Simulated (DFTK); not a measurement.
Runs of DFTK 0.8.2 on Na. It takes space group Im-3m (No. 229, cubic). The conventional cell has a = 4.282 Å, b = 4.282 Å, c = 4.282 Å, α = 90.00°, β = 90.00°, γ = 90.00°. Na (site symmetry m-3m) has 8 Na at 3.71 Å as nearest neighbours. 

```tsv
task	level	potentials or basis	k mesh	cutoff (eV)	SCF solver	gap on the mesh (eV)	pressure (GPa)	V0 of scaled cells (Å³/atom)	B0 (GPa)
band structure	TASK	in-house norm-conserving set (r2SCAN, scalar relativistic)	7 × 7 × 7	1252	ScfAndersonSolver	none	2.1	-	-
band structure	r2SCAN	SG15 1.2 (PBE)	7 × 7 × 7	1225	ScfAndersonSolver	none	-0.2	-	-
single point	PBE	dojo.nc.sr.pbe.v0_4_1.standard.upf (PBE)	9 × 9 × 9	1197	-	none	(a)	-	-
band structure	PBEsol	SPMS 1.0 (PBE)	9 × 9 × 9	816	-	none	-	-	-
equation of state	BLYP	dojo.nc.sr.pbe.v0_4_1.standard.upf (PBE)	6 × 6 × 6	1197	-	-	-	(b)	7
equation of state	RPBE	dojo.nc.sr.pbe.v0_5.stringent.upf (PBE)	6 × 6 × 6	1197	-	-	-	40.10	7
```

Alike in all rows: no spin polarisation; cell as given; smearing fermi-dirac 0.05 eV.

Question: Estimate the missing entries.

Answer: (a) -0.4; (b) 37.76.

Caveats: the potentials were made for another functional, which shifts forces and pressure (some runs); the program warned that the kinetic-energy density falls under its von Weizsäcker bound, which can give unphysical results (some runs).

A k mesh can miss the band edges.

A gap of «none» marks a metal or a gap under the smearing width.

Not every run made on this cell is shown here.
